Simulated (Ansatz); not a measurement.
## SiO2 (Fm-3m): one-shot GW input and result

These are results of Ansatz 0.2.0-dev, G0W0@r²SCAN, full frequency by contour deformation, hand-made PAW set at its accurate level, not measurements.

Input files:

```json
{
 "crystal": {"lattice": [[0.0, 2.195375, 2.195375], [2.195375, 0.0, 2.195375], [2.195375, 2.195375, 0.0]], "atoms": [{"symbol": "Si", "position": [0.0, 0.0, 0.0]}, {"symbol": "O", "position": [0.25, 0.25, 0.25]}, {"symbol": "O", "position": [0.75, 0.75, 0.75]}]},
 "basis": {"precision": "f64", "xc_grid": 2},
 "kpoints": {"mp_grid": {"grid": [4, 4, 4], "shift": [0, 0, 0]}},
 "hamiltonian": {"xc": "r2scan", "dispersion": "none", "pseudopotentials": {"kind": "paw", "source": "ansatz", "level": "accurate"}},
 "magnetization": {"spin_polarized": false},
 "scf": {"lower_state_search": "off", "max_iter": 200, "occupations": {"method": "fixed"}, "convergence": {"dr2_threshold": "1e-10 eV"}},
 "output": {},
 "gw": {"n_empty_bands": 136, "ecut_chi": 200, "ecutfock_ratio": 2, "qp_bands": ["v1", "c1"], "screening": {"model": "contour_deformation"}}
}
```

Linearised quasiparticle energies, zero at the top filled Kohn-Sham level among these points. VB is the top filled band, CB the lowest empty one. Points in brackets are given in fractions of the reciprocal vectors. A dash marks a part that wasn't solved. The wave cutoff came out at 900 eV.

```json
{"k": "Γ", "band": "VB", "ε_KS (eV)": "-2.58", "Σx − Vxc (eV)": "-5.00", "Σc (eV)": "–", "Z": "–", "ε_QP (eV)": "–"}
{"k": "Γ", "band": "CB", "ε_KS (eV)": "4.34", "Σx − Vxc (eV)": "5.16", "Σc (eV)": "–", "Z": "–", "ε_QP (eV)": "–"}
{"k": "(0, -0.5, -0.5)", "band": "VB", "ε_KS (eV)": "0.00", "Σx − Vxc (eV)": "-4.48", "Σc (eV)": "3.55", "Z": "0.82", "ε_QP (eV)": "-0.76"}
{"k": "(0, -0.5, -0.5)", "band": "CB", "ε_KS (eV)": "2.81", "Σx − Vxc (eV)": "4.85", "Σc (eV)": "-4.12", "Z": "0.87", "ε_QP (eV)": "3.44"}
```

The gap (direct at k = (0, -0.5, -0.5)) opens from 2.81 eV to 4.19 eV.

Electronic (ion-clamped) dielectric constant on this mesh, from the head of the inverse dielectric matrix: 3.5.

The cell is a model at fixed atoms and needn't be the relaxed known crystal. The PAW or pseudopotential files were made with PBE. The mesh is coarse, so these are values at the stated settings, not converged ones. Band sums or response are cut, so the gap isn't at its basis limit. The gap is read on the mesh, and the crystal's band edges can lie off it. With r²SCAN or HSE06 the Kohn-Sham levels are generalised ones.
